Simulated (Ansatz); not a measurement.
**Bi under changes of volume**

One of the cells (35.070 Å³/atom); the others are scaled copies at fixed shape and fractional positions:

```
CELL_PARAMETERS angstrom
2.26750 1.30914 3.93800
-2.26750 1.30914 3.93800
0.00000 -2.61828 3.93800
ATOMIC_POSITIONS crystal
Bi 0.76600 0.76600 0.76600
Bi 0.23400 0.23400 0.23400
```

```yaml
Program: Ansatz 0.2.0
Functional: HSE06
Potentials_or_basis: Ansatz PAW
Cutoff: "420 eV (not typed: the program's choice for these potentials)"
k_mesh: 4 × 4 × 4
Occupations: fermi-dirac, width 0.05 eV
Spin: no spin polarisation
```

| volume (Å³/atom) | energy over the lowest point (meV/atom) | pressure (GPa) | largest force (eV/Å) |
| --- | --- | --- | --- |
| 32.965 | 26.50 | 3.9 | 0.005 |
| 33.667 | 12.30 | 2.6 | 0.097 |
| 34.368 | ? | ? | ? |
| 35.070 | 0.00 | 0.3 | 0.281 |
| 35.771 | 0.81 | -0.7 | 0.364 |
| 36.472 | 5.61 | -1.5 | 0.442 |
| 37.174 | 13.95 | -2.3 | 0.515 |

Question: What does the run at 34.368 Å³/atom give?

Answer: Energy over the lowest point 3.67 meV/atom; pressure 1.4 GPa; largest force 0.192 eV/Å.

Worked out: A Birch-Murnaghan fit of order 3 (a polynomial in V^(-2/3)) to the other rows has its minimum at 35.28 Å³/atom with B0 = V·E''(V) = 49 GPa and B' = 4.6 at fixed shape and positions, which overstates the stiffness. It gives 3.66 meV/atom at 34.368 Å³/atom, against the run's 3.67, and -dE/dV = 1.4 GPa, against 1.4.

Energies are extrapolated to zero smearing.

Caveats: some runs use coarse meshes; the PAW data sets come from PBE, with cores solved anew for the run's functional, which leaves a small shift of forces and pressure; the thresholds are loose for stress.
